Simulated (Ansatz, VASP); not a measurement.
KCl: VASP beside Ansatz

Contents of INCAR:

```
SYSTEM = KCl
PREC = Accurate
ENCUT = 520
EDIFF = 1E-6
ISMEAR = -1
SIGMA = 0.02
LREAL = .False.
LASPH = .True.
NELM = 80
ALGO = Normal
ISIF = 2
LWAVE = .False.
LCHARG = .False.
GGA = PE
NBANDS = 15
```

KPOINTS

```
Automatic mesh
0
Gamma
  8 8 8
  0 0 0
```

The input POSCAR:

```
KCl
1.0
    3.9386081627      0.0000000000      0.0000000000
    0.0000000000      3.9386081627      0.0000000000
    0.0000000000      0.0000000000      3.7418194363
K Cl
1 1
Direct
    0.0000000000      0.0000000000      0.0000000000
    0.5000000000      0.5000000000      0.5000000000
```

Input for Ansatz:

```yaml
crystal:
  lattice:
    - [3.9386081627, 0.0, 0.0]
    - [0.0, 3.9386081627, 0.0]
    - [0.0, 0.0, 3.7418194363]
  atoms:
    - { symbol: K, position: [0.0, 0.0, 0.0] }
    - { symbol: Cl, position: [0.5, 0.5, 0.5] }
kpoints:
  mp_grid: { grid: [8, 8, 8] }
  band_path:
    path: [[0.0, 0.0, 0.0], [0.0, 0.5, 0.0], [0.5, 0.5, 0.0], [0.5, 0.5, 0.5]]
    npoints: 1
hamiltonian:
  xc: pbe
scf:
  occupations: { method: fermi_dirac, width: 0.02 }
  n_extra_bands: 4
output:
  forces: true
  stress: true
  eigenvalues: true
  write_density: true
  write_potential: true
  elf: true
  volumetric_format: npy
```

Change from the starting cell: epitaxial_xy strain +4.4%.

Alike in both runs: task single point; functional PBE; k mesh 8 × 8 × 8; occupations fermi-dirac, width 0.02 eV; no spin polarisation.

|  | VASP | Ansatz |
| --- | --- | --- |
| version | VASP 6.6.1 | Ansatz 0.2.0 |
| potentials or method | VASP PAW PBE potentials, release 64 (K_sv, Cl) | plane waves, PAW |
| plane-wave cutoff (eV) | 520 | 420 |
| valence electrons in the cell | 16 | 16 |

```csv
,VASP,Ansatz,Ansatz less VASP
gap on the k mesh at the Fermi level (eV),4.51,4.51,0.000
pressure (GPa),-0.5,-0.5,0.00
largest component of the traceless stress (GPa),1.43,1.44,+0.002
```

A k mesh can miss the band edges.
